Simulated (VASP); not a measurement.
A run of VASP 6.6.1 is set up as follows.

File POSCAR:

```
PbS
1.0
    2.1126617058      1.2197458045      3.4519162518
   -2.1126617058      1.2197458045      3.4519162518
    0.0000000000     -2.4394916091      3.4519162518
Pb S
1 1
Direct
    0.9805657800      0.9805657800      0.9805657800
    0.4750355500      0.4750355500      0.4750355500
```

Contents of INCAR.step1:

```
SYSTEM = PbS
  PREC = Accurate
  ENCUT = 600
  EDIFF = 1E-8
  ISMEAR = 0
  SIGMA = 0.02
  LREAL = .FALSE.
  LASPH = .TRUE.
  NELM = 60
  ALGO = Normal
  ISIF = 3
  LWAVE = .FALSE.
  LCHARG = .FALSE.
  GGA = CA
  IBRION = 2
  NSW = 40
  EDIFFG = -0.002
```

Contents of INCAR.step2:

```
SYSTEM = PbS
  PREC = Accurate
  ENCUT = 600
  EDIFF = 1E-8
  ISMEAR = 0
  SIGMA = 0.02
  LREAL = .FALSE.
  LASPH = .TRUE.
  NELM = 60
  ALGO = Normal
  ISIF = 3
  LWAVE = .FALSE.
  LCHARG = .FALSE.
  GGA = CA
  IBRION = 6
  NFREE = 2
  POTIM = 0.015
  NSW = 1
```

KPOINTS

```
regular mesh
0
G
  6 6 6
  0 0 0
```

Potentials or basis: VASP PAW LDA potentials, release 64 (Pb_d, S).

Launch:

```sh
$ cat potpaw_LDA.64/Pb_d/POTCAR potpaw_LDA.64/S/POTCAR > POTCAR
$ cp INCAR.step1 INCAR
$ mpirun -np 1 vasp_std > vasp.out
$ cp CONTCAR POSCAR
$ cp INCAR.step2 INCAR
$ mpirun -np 1 vasp_std > vasp.out
```

Question: Predict the Voigt bulk modulus.

Answer: 59 GPa.

Question: What does it give for the highest phonon frequency at Γ, LO-TO splitting left out?

Answer: 91 cm⁻¹.

Question: What does it give for the relaxed cell?

Answer: a = 4.134 Å, b = 4.134 Å, c = 4.134 Å, α = 59.99°, β = 59.99°, γ = 59.99°.

Phonon frequencies in cm⁻¹ (negative: imaginary):
```
              q point     frequencies
(0.000, 0.000, 0.000)  0 0 0 42 42 91
```

Spin-orbit coupling is left out, which matters for the levels of Pb.
